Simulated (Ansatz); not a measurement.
**AlNi3: tests of the settings**

The task, for AlNi3: see how the occupation rule and width moves the results.

Program: Ansatz 0.2.0. Level of theory: DFT PBE, scalar-relativistic, plane waves, PAW. These are calculated values, not measurements.

1 further run of the same task is left out (for a known fault of the program).

### Step 1. The starting structure

Symmetry: Fm-3m, No. 225, cubic system. The conventional cell has a = 5.604 Å, b = 5.604 Å, c = 5.604 Å, α = 90.00°, β = 90.00°, γ = 90.00°. Al (site symmetry m-3m) is surrounded by 8 Ni at 2.43 Å. Around Ni (site symmetry -43m) lie 4 Al at 2.43 Å and 4 Ni at 2.43 Å. Around Ni (site symmetry m-3m) lie 8 Ni at 2.43 Å.

As a file:

```cif
data_structure
_symmetry_space_group_name_H-M 'P 1'
_symmetry_Int_Tables_number 1
_cell_length_a 3.9625
_cell_length_b 3.9625
_cell_length_c 3.9625
_cell_angle_alpha 60.000
_cell_angle_beta 60.000
_cell_angle_gamma 60.000
_cell_volume 43.99
loop_
_atom_site_label
_atom_site_type_symbol
_atom_site_fract_x
_atom_site_fract_y
_atom_site_fract_z
_atom_site_occupancy
Al1 Al 0.50000 0.50000 0.50000 1
Ni1 Ni 0.25000 0.25000 0.25000 1
Ni2 Ni 0.00000 0.00000 0.00000 1
Ni3 Ni 0.75000 0.75000 0.75000 1
```

Source of the structure: the Materials Project (structure only). It is taken as it stands there.

### Step 2. The base input

input.yaml

```yaml
crystal:
  lattice:
    - [0.0, 2.8018887551, 2.8018887551]
    - [2.8018887551, 0.0, 2.8018887551]
    - [2.8018887551, 2.8018887551, 0.0]
  atoms:
    - { symbol: Al, position: [0.5, 0.5, 0.5] }
    - { symbol: Ni, position: [0.25, 0.25, 0.25] }
    - { symbol: Ni, position: [0.0, 0.0, 0.0] }
    - { symbol: Ni, position: [0.75, 0.75, 0.75] }
basis:
  ecutwfc: 420
kpoints:
  mp_grid: { grid: [14, 14, 14] }
hamiltonian:
  xc: pbe
scf:
  occupations: { method: gaussian, width: 0.1 }
output:
  forces: true
  stress: true
  eigenvalues: true
  populations: true
  write_density: true
  write_potential: true
  elf: true
  volumetric_format: npy
```

It was run beforehand and gave: -4514.5311 eV/atom at zero smearing, pressure 7.11 GPa, largest force 0.000 eV/Å, no gap on the mesh, in 7 SCF cycles and 10 s.

### Step 3. Occupation rule and width: Gaussian 0.01 eV

input.yaml

```yaml
crystal:
  lattice:
    - [0.0, 2.8018887551, 2.8018887551]
    - [2.8018887551, 0.0, 2.8018887551]
    - [2.8018887551, 2.8018887551, 0.0]
  atoms:
    - { symbol: Al, position: [0.5, 0.5, 0.5] }
    - { symbol: Ni, position: [0.25, 0.25, 0.25] }
    - { symbol: Ni, position: [0.0, 0.0, 0.0] }
    - { symbol: Ni, position: [0.75, 0.75, 0.75] }
basis:
  ecutwfc: 420
kpoints:
  mp_grid: { grid: [14, 14, 14] }
hamiltonian:
  xc: pbe
scf:
  occupations: { method: gaussian, width: 0.01 }
output:
  forces: true
  stress: true
  eigenvalues: true
```

Command:

```bash
$ ansatz run input.yaml --threads 1 --pin off --max-ram 2560MiB --backend cpu --events-out ev --progress --plain --runs-dir out
```

### Step 4. Occupation rule and width: Fermi–Dirac 0.01 eV

Changes to input.yaml since step 3:

```diff
@@ -17,3 +17,3 @@
 scf:
-  occupations: { method: gaussian, width: 0.01 }
+  occupations: { method: fermi_dirac, width: 0.01 }
 output:
```

### Step 5. Occupation rule and width: Fermi–Dirac 0.05 eV

Changes to input.yaml since step 4:

```diff
@@ -17,3 +17,3 @@
 scf:
-  occupations: { method: fermi_dirac, width: 0.01 }
+  occupations: { method: fermi_dirac, width: 0.05 }
 output:
```

### Step 6. Occupation rule and width: Fermi–Dirac 0.2 eV

Changes to input.yaml since step 5:

```diff
@@ -17,3 +17,3 @@
 scf:
-  occupations: { method: fermi_dirac, width: 0.05 }
+  occupations: { method: fermi_dirac, width: 0.2 }
 output:
```

### Step 7. Occupation rule and width: Methfessel–Paxton 0.01 eV

Changes to input.yaml since step 6:

```diff
@@ -17,3 +17,3 @@
 scf:
-  occupations: { method: fermi_dirac, width: 0.2 }
+  occupations: { method: methfessel_paxton, width: 0.01 }
 output:
```

### Step 8. Occupation rule and width: Methfessel–Paxton 0.05 eV

Changes to input.yaml since step 7:

```diff
@@ -17,3 +17,3 @@
 scf:
-  occupations: { method: methfessel_paxton, width: 0.01 }
+  occupations: { method: methfessel_paxton, width: 0.05 }
 output:
```

### Step 9. Occupation rule and width: Methfessel–Paxton 0.3 eV

Changes to input.yaml since step 8:

```diff
@@ -17,3 +17,3 @@
 scf:
-  occupations: { method: methfessel_paxton, width: 0.05 }
+  occupations: { method: methfessel_paxton, width: 0.3 }
 output:
```

### Step 10. Occupation rule and width: Methfessel–Paxton 0.5 eV

Changes to input.yaml since step 9:

```diff
@@ -17,3 +17,3 @@
 scf:
-  occupations: { method: methfessel_paxton, width: 0.3 }
+  occupations: { method: methfessel_paxton, width: 0.5 }
 output:
```

### Step 11. Occupation rule and width: cold 0.01 eV

Changes to input.yaml since step 10:

```diff
@@ -17,3 +17,3 @@
 scf:
-  occupations: { method: methfessel_paxton, width: 0.5 }
+  occupations: { method: cold, width: 0.01 }
 output:
```

### Step 12. Occupation rule and width: cold 0.02 eV

Changes to input.yaml since step 11:

```diff
@@ -17,3 +17,3 @@
 scf:
-  occupations: { method: cold, width: 0.01 }
+  occupations: { method: cold, width: 0.02 }
 output:
```

### Step 13. Occupation rule and width set to cold 0.1 eV

Changes to input.yaml since step 12:

```diff
@@ -17,3 +17,3 @@
 scf:
-  occupations: { method: cold, width: 0.02 }
+  occupations: { method: cold, width: 0.1 }
 output:
```

### Step 14. Occupation rule and width: tetrahedron

Changes to input.yaml since step 13:

```diff
@@ -17,3 +17,3 @@
 scf:
-  occupations: { method: cold, width: 0.1 }
+  occupations: { method: tetrahedron }
 output:
```

(Steps that only read results are left out.)

**Question.** What does this series show? Wanted: largest energy shift, occupation rule and width.

**Answer**, as computed:

```
                                       quantity                                   value
largest energy shift, occupation rule and width  8.20 meV/atom at Methfessel–Paxton 0.5
```

Smearing shifts the free energy by as much as 55.6 meV/atom (Fermi–Dirac 0.2); extrapolating to zero width leaves 8.20 at most. For the widths that shift F most, the extrapolation takes out most of the shift. In a metal, forces and stress under tetrahedra need not match the slope of their energy. The final runs have no spin polarisation, so no magnetic state was tried and one may lie lower.
